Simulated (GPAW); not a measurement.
# CoO (Fm-3m) in GPAW: further runs

The runs below take CoO through relaxation of cell and atoms, with LDA.

Program: GPAW 26.7.0. These are calculated values, not measurements. Logs are shortened: lines on timing, memory, paths and dates and some standing lists are left out, and cuts for length are marked. The log counts tension as positive stress, the text compression.

### 1 The structure

The structure is cubic, space group Fm-3m (No. 225). Conventional cell: a = 4.263 Å, b = 4.263 Å, c = 4.263 Å, α = 90.00°, β = 90.00°, γ = 90.00°. Co (site symmetry m-3m) is surrounded by 6 O at 2.13 Å. O (site symmetry m-3m) has 6 Co at 2.13 Å as nearest neighbours.

### 2 Relaxation of cell and atoms, LDA, collinear spin, ferromagnetic start, target pressure 10 GPa, at which the enthalpy is minimised

File run.py:

```python
from ase.filters import FrechetCellFilter
from ase.io import read, write
from ase.optimize import BFGS
from ase.units import GPa
from gpaw import GPAW, PW

atoms = read('POSCAR')
atoms.set_initial_magnetic_moments([2.0, 0.0])

calc = GPAW(mode=PW(800),
            xc='LDA',
            kpts={'size': (8, 8, 8), 'gamma': True},
            occupations={'name': 'fermi-dirac', 'width': 0.05},
            nbands=17,
            convergence={'density': 1e-05, 'forces': 0.0001},
            maxiter=150,
            txt='gpaw.txt')
atoms.calc = calc
opt = BFGS(FrechetCellFilter(atoms, scalar_pressure=10 * GPa), trajectory='relax.traj', logfile='-')
done = opt.run(fmax=0.02, steps=60)
calc.write('gs.gpw')
write('result.traj', atoms)
print('Converged:', done)
print('Cell:', atoms.cell.cellpar().round(4))
print('Volume:', round(atoms.get_volume(), 4))
print(atoms.get_scaled_positions().round(5))
```

File POSCAR:

```
CoO
1.0
    0.0000000000      2.1315000000      2.1315000000
    2.1315000000      0.0000000000      2.1315000000
    2.1315000000      2.1315000000      0.0000000000
Co O
1 1
Direct
    0.0000000000      0.0000000000      0.0000000000
    0.5000000000      0.5000000000      0.5000000000
```

Potentials or basis: the program's PAW data sets (release 1.2.1) made for this functional, pw.

Command:

```bash
> OMP_NUM_THREADS=1 python run.py
```

gpaw.txt:

```text
__  _  _
 | _ |_)|_||  |
 |__||  | ||/\| - 26.7.0

Input parameters:
  mode=PW(ecut=800.0),
  convergence={'density': 1e-05, 'forces': 0.0001},
  kpts=MonkhorstPack(size=(8, 8, 8), gamma=True),
  maxiter=150,
  nbands=17,
  occupations=Occupations(name='fermi-dirac', width=0.05),
  xc=XC(name='LDA')

Diagonalizing LCAO Hamiltonian
Converting LCAO to pw mode

              O

       Co

Atoms  # Å, Bohr magnetons
|   | symbol |        x |        y |        z |    initial magnetic moments |
|---|--------|----------|----------|----------|-----------------------------|
| 0 |     Co | 0.000000 | 0.000000 | 0.000000 | ( 0.0000,  0.0000,  2.0000) |
| 1 |      O | 2.131500 | 2.131500 | 2.131500 | ( 0.0000,  0.0000,  0.0000) |

Unit cell  # Å
| periodic |        x |        y |        z |  lengths |    angles |
|----------|----------|----------|----------|----------|-----------|
|      yes | 0.000000 | 2.131500 | 2.131500 | 3.014396 | 60.000000 |
|      yes | 2.131500 | 0.000000 | 2.131500 | 3.014396 | 60.000000 |
|      yes | 2.131500 | 2.131500 | 0.000000 | 3.014396 | 60.000000 |

Number of symmetries: 48
Symmetry operations  # r_c * U_cc + t_c -> r_c
|    | kind |            matrix            |
|----|------|------------------------------|
|  0 |  σ   |  1, 0, 0,  1, 0,-1,  1,-1, 0 |
|  1 |  C2  |  1, 0, 0,  1,-1, 0,  1, 0,-1 |
|  2 |  E   |  1, 0, 0,  0, 1, 0,  0, 0, 1 |
|  3 |  σ   |  1, 0, 0,  0, 0, 1,  0, 1, 0 |
|  4 |  C4  |  1, 0,-1,  1, 0, 0,  1,-1, 0 |
|  5 |  S6  |  1, 0,-1,  1,-1, 0,  1, 0, 0 |
|  6 |  σ   |  1, 0,-1,  0, 1,-1,  0, 0,-1 |
|  7 |  C3  |  1, 0,-1,  0, 0,-1,  0, 1,-1 |
[... 226 lines left out ...]
|          5 |         5.305 |     1.000 |         7.302 |     1.000 |
[... 9 lines left out ...]
|         15 |        29.320 |     0.000 |        30.204 |     0.000 |
|         16 |        29.320 |     0.000 |        30.204 |     0.000 |

No gap
No difference between direct/indirect transitions

Stress tensor  # eV/Ang^3
|        x |         y |         z |
|----------|-----------|-----------|
| 0.116810 |  0.000000 |  0.000000 |
| 0.000000 |  0.116810 | -0.000000 |
| 0.000000 | -0.000000 |  0.116810 |

Forces  # eV/Ang
|       x |        y |        z |
|---------|----------|----------|
| 0.00000 | -0.00000 | -0.00000 |  # Co   0
| 0.00000 | -0.00000 | -0.00000 |  # O    1

Interpolating wave functions to new cell

              O

       Co

Atoms  # Å, Bohr magnetons
|   | symbol |        x |         y |         z |    initial magnetic moments |
|---|--------|----------|-----------|-----------|-----------------------------|
| 0 |     Co | 0.000000 | -0.000000 | -0.000000 | ( 0.0000,  0.0000,  2.4378) |
| 1 |      O | 2.105238 |  2.105238 |  2.105238 | ( 0.0000,  0.0000,  0.2421) |

Unit cell  # Å
| periodic |         x |         y |        z |  lengths |    angles |
|----------|-----------|-----------|----------|----------|-----------|
|      yes | -0.000000 |  2.105238 | 2.105238 | 2.977257 | 60.000000 |
|      yes |  2.105238 | -0.000000 | 2.105238 | 2.977257 | 60.000000 |
|      yes |  2.105238 |  2.105238 | 0.000000 | 2.977257 | 60.000000 |

Number of symmetries: 48
Symmetry operations  # r_c * U_cc + t_c -> r_c
|    | kind |            matrix            |
|----|------|------------------------------|
|  0 |  σ   |  1, 0, 0,  1, 0,-1,  1,-1, 0 |
|  1 |  C2  |  1, 0, 0,  1,-1, 0,  1, 0,-1 |
|  2 |  E   |  1, 0, 0,  0, 1, 0,  0, 0, 1 |
|  3 |  σ   |  1, 0, 0,  0, 0, 1,  0, 1, 0 |
|  4 |  C4  |  1, 0,-1,  1, 0, 0,  1,-1, 0 |
|  5 |  S6  |  1, 0,-1,  1,-1, 0,  1, 0, 0 |
|  6 |  σ   |  1, 0,-1,  0, 1,-1,  0, 0,-1 |
|  7 |  C3  |  1, 0,-1,  0, 0,-1,  0, 1,-1 |
|  8 |  S6  |  1,-1, 0,  1, 0, 0,  1, 0,-1 |
|  9 |  C4  |  1,-1, 0,  1, 0,-1,  1, 0, 0 |
| 10 |  C3  |  1,-1, 0,  0,-1, 1,  0,-1, 0 |
| 11 |  σ   |  1,-1, 0,  0,-1, 0,  0,-1, 1 |
| 12 |  σ   |  0, 1, 0,  1, 0, 0,  0, 0, 1 |
| 13 |  C4  |  0, 1, 0,  0, 1,-1, -1, 1, 0 |
[... 234 lines left out ...]
Stress tensor  # eV/Ang^3
|         x |         y |         z |
|-----------|-----------|-----------|
|  0.080867 |  0.000000 | -0.000000 |
|  0.000000 |  0.080867 | -0.000000 |
| -0.000000 | -0.000000 |  0.080867 |

Forces  # eV/Ang
|        x |       y |        z |
|----------|---------|----------|
| -0.00000 | 0.00000 | -0.00000 |  # Co   0
| -0.00000 | 0.00000 | -0.00000 |  # O    1

Interpolating wave functions to new cell

              O

       Co

Atoms  # Å, Bohr magnetons
|   | symbol |         x |        y |         z |    initial magnetic moments |
|---|--------|-----------|----------|-----------|-----------------------------|
| 0 |     Co | -0.000000 | 0.000000 | -0.000000 | ( 0.0000,  0.0000,  2.3953) |
| 1 |      O |  2.019525 | 2.019525 |  2.019525 | ( 0.0000,  0.0000,  0.2361) |

Unit cell  # Å
| periodic |        x |         y |        z |  lengths |    angles |
|----------|----------|-----------|----------|----------|-----------|
|      yes | 0.000000 |  2.019525 | 2.019525 | 2.856039 | 60.000000 |
|      yes | 2.019525 | -0.000000 | 2.019525 | 2.856039 | 60.000000 |
|      yes | 2.019525 |  2.019525 | 0.000000 | 2.856039 | 60.000000 |

Number of symmetries: 48
Symmetry operations  # r_c * U_cc + t_c -> r_c
|    | kind |            matrix            |
|----|------|------------------------------|
|  0 |  σ   |  1, 0, 0,  1, 0,-1,  1,-1, 0 |
|  1 |  C2  |  1, 0, 0,  1,-1, 0,  1, 0,-1 |
|  2 |  E   |  1, 0, 0,  0, 1, 0,  0, 0, 1 |
|  3 |  σ   |  1, 0, 0,  0, 0, 1,  0, 1, 0 |
|  4 |  C4  |  1, 0,-1,  1, 0, 0,  1,-1, 0 |
|  5 |  S6  |  1, 0,-1,  1,-1, 0,  1, 0, 0 |
|  6 |  σ   |  1, 0,-1,  0, 1,-1,  0, 0,-1 |
|  7 |  C3  |  1, 0,-1,  0, 0,-1,  0, 1,-1 |
|  8 |  S6  |  1,-1, 0,  1, 0, 0,  1, 0,-1 |
|  9 |  C4  |  1,-1, 0,  1, 0,-1,  1, 0, 0 |
| 10 |  C3  |  1,-1, 0,  0,-1, 1,  0,-1, 0 |
| 11 |  σ   |  1,-1, 0,  0,-1, 0,  0,-1, 1 |
| 12 |  σ   |  0, 1, 0,  1, 0, 0,  0, 0, 1 |
| 13 |  C4  |  0, 1, 0,  0, 1,-1, -1, 1, 0 |
[... 251 lines left out ...]
              O

       Co

Atoms  # Å, Bohr magnetons
|   | symbol |         x |        y |         z |    initial magnetic moments |
|---|--------|-----------|----------|-----------|-----------------------------|
| 0 |     Co | -0.000000 | 0.000000 | -0.000000 | ( 0.0000,  0.0000,  1.6450) |
| 1 |      O |  2.001731 | 2.001731 |  2.001731 | ( 0.0000,  0.0000,  0.1153) |

Unit cell  # Å
| periodic |        x |        y |        z |  lengths |    angles |
|----------|----------|----------|----------|----------|-----------|
|      yes | 0.000000 | 2.001731 | 2.001731 | 2.830875 | 60.000000 |
|      yes | 2.001731 | 0.000000 | 2.001731 | 2.830875 | 60.000000 |
|      yes | 2.001731 | 2.001731 | 0.000000 | 2.830875 | 60.000000 |

Number of symmetries: 48
Symmetry operations  # r_c * U_cc + t_c -> r_c
|    | kind |            matrix            |
|----|------|------------------------------|
|  0 |  σ   |  1, 0, 0,  1, 0,-1,  1,-1, 0 |
|  1 |  C2  |  1, 0, 0,  1,-1, 0,  1, 0,-1 |
|  2 |  E   |  1, 0, 0,  0, 1, 0,  0, 0, 1 |
|  3 |  σ   |  1, 0, 0,  0, 0, 1,  0, 1, 0 |
|  4 |  C4  |  1, 0,-1,  1, 0, 0,  1,-1, 0 |
|  5 |  S6  |  1, 0,-1,  1,-1, 0,  1, 0, 0 |
|  6 |  σ   |  1, 0,-1,  0, 1,-1,  0, 0,-1 |
|  7 |  C3  |  1, 0,-1,  0, 0,-1,  0, 1,-1 |
[... 255 lines left out ...]
              O

       Co

Atoms  # Å, Bohr magnetons
|   | symbol |         x |        y |        z |    initial magnetic moments |
|---|--------|-----------|----------|----------|-----------------------------|
| 0 |     Co | -0.000000 | 0.000000 | 0.000000 | ( 0.0000,  0.0000,  1.5737) |
| 1 |      O |  2.008283 | 2.008283 | 2.008283 | ( 0.0000,  0.0000,  0.1098) |

Unit cell  # Å
| periodic |        x |        y |        z |  lengths |    angles |
|----------|----------|----------|----------|----------|-----------|
|      yes | 0.000000 | 2.008283 | 2.008283 | 2.840141 | 60.000000 |
|      yes | 2.008283 | 0.000000 | 2.008283 | 2.840141 | 60.000000 |
|      yes | 2.008283 | 2.008283 | 0.000000 | 2.840141 | 60.000000 |

Number of symmetries: 48
Symmetry operations  # r_c * U_cc + t_c -> r_c
|    | kind |            matrix            |
|----|------|------------------------------|
|  0 |  σ   |  1, 0, 0,  1, 0,-1,  1,-1, 0 |
|  1 |  C2  |  1, 0, 0,  1,-1, 0,  1, 0,-1 |
|  2 |  E   |  1, 0, 0,  0, 1, 0,  0, 0, 1 |
|  3 |  σ   |  1, 0, 0,  0, 0, 1,  0, 1, 0 |
|  4 |  C4  |  1, 0,-1,  1, 0, 0,  1,-1, 0 |
|  5 |  S6  |  1, 0,-1,  1,-1, 0,  1, 0, 0 |
|  6 |  σ   |  1, 0,-1,  0, 1,-1,  0, 0,-1 |
|  7 |  C3  |  1, 0,-1,  0, 0,-1,  0, 1,-1 |
[... 246 lines left out ...]
Forces  # eV/Ang
|        x |        y |        z |
|----------|----------|----------|
| -0.00000 | -0.00000 | -0.00000 |  # Co   0
| -0.00000 |  0.00000 |  0.00000 |  # O    1

# Writing to gs.gpw (mode='')
```

Run time: 99 s. Hardware: 1 thread of Arm Neoverse V1, shared host; peak memory 0.22 GiB.

Results:

| Property | Result |
| --- | --- |
| Free energy | -16.3092 eV |
| Relaxed volume | 8.10 Å³/atom |
| Relaxed cell | a = 2.840 Å, b = 2.840 Å, c = 2.840 Å, α = 60.00°, β = 60.00°, γ = 60.00° |
| Space group after relaxing (to 0.05 Å) | Fm-3m (No. 225) |
| Energy change on relaxing (the enthalpy is what falls) | -60.2 meV/atom |
| Ionic steps | 5 |
| Pressure after relaxing | 9.8 GPa |
| Band gap on the k mesh | none (metal or under the smearing width) |
| Net moment | 1.78 μB per cell |
| Site moments | Co +1.59; O +0.11 μB |

Step by step:
```csv
step,energy change (eV),largest force (eV/Å),pressure (GPa),volume (Å³)
1,0.0000,0.0000,-18.71,19.37
2,-0.0692,0.0000,-12.96,18.66
3,-0.1332,0.0000,5.44,16.47
4,-0.1093,0.0000,12.74,16.04
5,-0.1203,0.0000,9.80,16.20
```

Final structure:
```cif
data_structure
_symmetry_space_group_name_H-M 'P 1'
_symmetry_Int_Tables_number 1
_cell_length_a 2.8401
_cell_length_b 2.8401
_cell_length_c 2.8401
_cell_angle_alpha 60.000
_cell_angle_beta 60.000
_cell_angle_gamma 60.000
_cell_volume 16.20
loop_
_atom_site_label
_atom_site_type_symbol
_atom_site_fract_x
_atom_site_fract_y
_atom_site_fract_z
_atom_site_occupancy
Co1 Co 0.00000 0.00000 0.00000 1
O1 O 0.50000 0.50000 0.50000 1
```

Caveat: each step starts from the last one's moments, so a moment once lost doesn't come back; later steps reuse the first step's grids; the volume moved by over 15 % at a fixed basis, so the end points are rough; a cell with one magnetic atom can't hold antiferromagnetic order, which such compounds often take; semilocal functionals often make such compounds metallic where correlation or magnetic order opens a gap, which also shifts bond lengths.

### 3 Relaxation of cell and atoms, LDA, collinear spin, ferromagnetic start, target pressure 20 GPa, at which the enthalpy is minimised

run.py, as its differences from that of step 2:

```diff
@@ -6,3 +6,3 @@
 
-atoms = read('POSCAR')
+atoms = read('CoO.xyz')
 atoms.set_initial_magnetic_moments([2.0, 0.0])
@@ -18,3 +18,3 @@
 atoms.calc = calc
-opt = BFGS(FrechetCellFilter(atoms, scalar_pressure=10 * GPa), trajectory='relax.traj', logfile='-')
+opt = BFGS(FrechetCellFilter(atoms, scalar_pressure=20 * GPa), trajectory='relax.traj', logfile='-')
 done = opt.run(fmax=0.02, steps=60)
```

File CoO.xyz:

```xyz
2
Lattice="0.0000000000 2.1315000000 2.1315000000 2.1315000000 0.0000000000 2.1315000000 2.1315000000 2.1315000000 0.0000000000" Properties=species:S:1:pos:R:3 pbc="T T T"
Co     0.0000000000      0.0000000000      0.0000000000
O      2.1315000000      2.1315000000      2.1315000000
```

Potentials or basis: the program's PAW data sets (release 1.2.1) made for this functional, pw.

Command:

```bash
> OMP_NUM_THREADS=1 python run.py
```

Run time: 98 s. Hardware: 1 thread of Arm Neoverse V1, shared host; peak memory 0.23 GiB.

It converged, with:

```
Free energy                                            : -16.2616 eV
Relaxed volume                                         : 7.85 Å³/atom
Relaxed cell                                           : a = 2.810 Å, b = 2.810 Å, c = 2.810 Å, α = 60.00°, β = 60.00°, γ = 60.00°
Space group after relaxing (to 0.05 Å)                 : Fm-3m (No. 225)
Energy change on relaxing (the enthalpy is what falls) : -37.0 meV/atom
Ionic steps                                            : 5
Pressure after relaxing                                : 20.0 GPa
Band gap on the k mesh                                 : none (metal or under the smearing width)
Net moment                                             : 1.74 μB per cell
Site moments                                           : Co +1.55; O +0.11 μB
```

Step by step:
```tsv
step	energy change (eV)	largest force (eV/Å)	pressure (GPa)	volume (Å³)
1	0.0000	0.0000	-18.71	19.37
2	-0.0863	0.0000	-10.78	18.42
3	-0.0824	0.0000	18.44	15.77
4	-0.0687	0.0000	20.94	15.66
5	-0.0739	0.0000	19.99	15.70
```

Final structure:
```
CELL_PARAMETERS angstrom
0.00000 1.98732 1.98732
1.98732 0.00000 1.98732
1.98732 1.98732 0.00000
ATOMIC_POSITIONS crystal
Co 0.00000 0.00000 0.00000
O 0.50000 0.50000 0.50000
```

Levels at points of the mesh, in eV from the Fermi level:
Spin up:
| k point | band 7 | band 8 | band 9 | band 10 | band 11 | band 12 |
| --- | --- | --- | --- | --- | --- | --- |
| (0.00, 0.00, 0.00) | -2.96 | -2.74 | -2.74 | 2.23 | 17.38 | 19.72 |
| (0.50, 0.50, 0.00) | -1.30 | -1.30 | -1.14 | 7.31 | 10.91 | 12.80 |
| (0.50, 0.50, 0.50) | -1.18 | 1.17 | 1.17 | 5.37 | 11.20 | 14.70 |
Spin down:
```csv
k point,band 4,band 5,band 6,band 7,band 8,band 9,band 10,band 11
"(0.00, 0.00, 0.00)",-4.07,-1.74,-1.74,-1.74,-1.02,-1.02,2.56,17.44
"(0.50, 0.50, 0.00)",-5.57,-3.42,-0.36,0.11,0.11,0.65,7.81,11.20
"(0.50, 0.50, 0.50)",-6.78,-0.32,-0.32,0.07,2.62,2.62,5.60,11.65
```

Caveat: each step starts from the last one's moments, so a moment once lost doesn't come back; later steps reuse the first step's grids; the volume moved by over 15 % at a fixed basis, so the end points are rough; a cell with one magnetic atom can't hold antiferromagnetic order, which such compounds often take; semilocal functionals often make such compounds metallic where correlation or magnetic order opens a gap, which also shifts bond lengths. Zero-point motion and thermal expansion aren't in these numbers.

### 4 Relaxation of cell and atoms, LDA, collinear spin, ferromagnetic start, target pressure 30 GPa, at which the enthalpy is minimised

run.py, as its differences from that of step 3:

```diff
@@ -18,3 +18,3 @@
 atoms.calc = calc
-opt = BFGS(FrechetCellFilter(atoms, scalar_pressure=20 * GPa), trajectory='relax.traj', logfile='-')
+opt = BFGS(FrechetCellFilter(atoms, scalar_pressure=30 * GPa), trajectory='relax.traj', logfile='-')
 done = opt.run(fmax=0.02, steps=60)
```

CoO.xyz is that of step 3.

Command:

```bash
> OMP_NUM_THREADS=1 python run.py
```

It took 98 s on 1 thread of Arm Neoverse V1, shared host; peak memory 0.21 GiB.

It converged, with:

* Free energy: -16.1961 eV
* Relaxed volume: 7.64 Å³/atom
* Relaxed cell: a = 2.786 Å, b = 2.786 Å, c = 2.786 Å, α = 60.00°, β = 60.00°, γ = 60.00°
* Space group after relaxing (to 0.05 Å): Fm-3m (No. 225)
* Energy change on relaxing (the enthalpy is what falls): -4.2 meV/atom
* Ionic steps: 5
* Pressure after relaxing: 30.0 GPa
* Band gap on the k mesh: none (metal or under the smearing width)
* Net moment: 1.72 μB per cell
* Site moments: Co +1.53; O +0.11 μB

The path:
| step | energy change (eV) | largest force (eV/Å) | pressure (GPa) | volume (Å³) |
| --- | --- | --- | --- | --- |
| 1 | 0.0000 | 0.0000 | -18.71 | 19.37 |
| 2 | -0.0998 | 0.0000 | -8.71 | 18.18 |
| 3 | 0.0277 | 0.0000 | 34.56 | 15.11 |
| 4 | -0.0227 | 0.0000 | 28.08 | 15.36 |
| 5 | -0.0085 | 0.0000 | 30.00 | 15.28 |

Final structure:
```
Co O
1.0
     0.00000    1.96972    1.96972
     1.96972    0.00000    1.96972
     1.96972    1.96972    0.00000
Co O
1 1
Direct
  0.00000 0.00000 0.00000
  0.50000 0.50000 0.50000
```

Levels at points of the mesh, in eV from the Fermi level:
Spin up:
| k point | band 7 | band 8 | band 9 | band 10 | band 11 | band 12 |
| --- | --- | --- | --- | --- | --- | --- |
| (0.00, 0.00, 0.00) | -3.03 | -2.78 | -2.78 | 2.46 | 17.48 | 19.98 |
| (0.50, 0.50, 0.00) | -1.29 | -1.29 | -1.06 | 7.55 | 11.13 | 12.98 |
| (0.50, 0.50, 0.50) | -1.16 | 1.28 | 1.28 | 5.46 | 11.52 | 14.92 |
Spin down:
```csv
k point,band 4,band 5,band 6,band 7,band 8,band 9,band 10,band 11
"(0.00, 0.00, 0.00)",-4.17,-1.83,-1.83,-1.83,-1.08,-1.08,2.79,17.53
"(0.50, 0.50, 0.00)",-5.71,-3.58,-0.38,0.11,0.11,0.71,8.05,11.42
"(0.50, 0.50, 0.50)",-6.98,-0.34,-0.34,0.07,2.71,2.71,5.69,11.97
```

Caveat: each step starts from the last one's moments, so a moment once lost doesn't come back; later steps reuse the first step's grids; the volume moved by over 15 % at a fixed basis, so the end points are rough; a cell with one magnetic atom can't hold antiferromagnetic order, which such compounds often take; semilocal functionals often make such compounds metallic where correlation or magnetic order opens a gap, which also shifts bond lengths.

### 5 Summary

```tsv
cell	target pressure	gap on the mesh (eV)	pressure (GPa)	moment (μB)
relaxed to 10 GPa	10 GPa	none	9.8	1.78
relaxed to 20 GPa	20 GPa	none	20.0	1.74
relaxed to 30 GPa	30 GPa	none	30.0	1.72
```

Alike in all rows: task relaxation of cell and atoms; level LDA; potentials or basis the program's PAW data sets (release 1.2.1) made for this functional, pw; spin collinear, ferromagnetic start; k mesh 8 × 8 × 8; cutoff (eV) 800; smearing fermi-dirac 0.05 eV.

Caveats: each step starts from the last one's moments, so a moment once lost doesn't come back; later steps reuse the first step's grids; the volume moved by over 15 % at a fixed basis, so the end points are rough; a cell with one magnetic atom can't hold antiferromagnetic order, which such compounds often take; semilocal functionals often make such compounds metallic where correlation or magnetic order opens a gap, which also shifts bond lengths.

Total energies depend on the potentials used, so only differences within one code and one set of settings carry meaning.
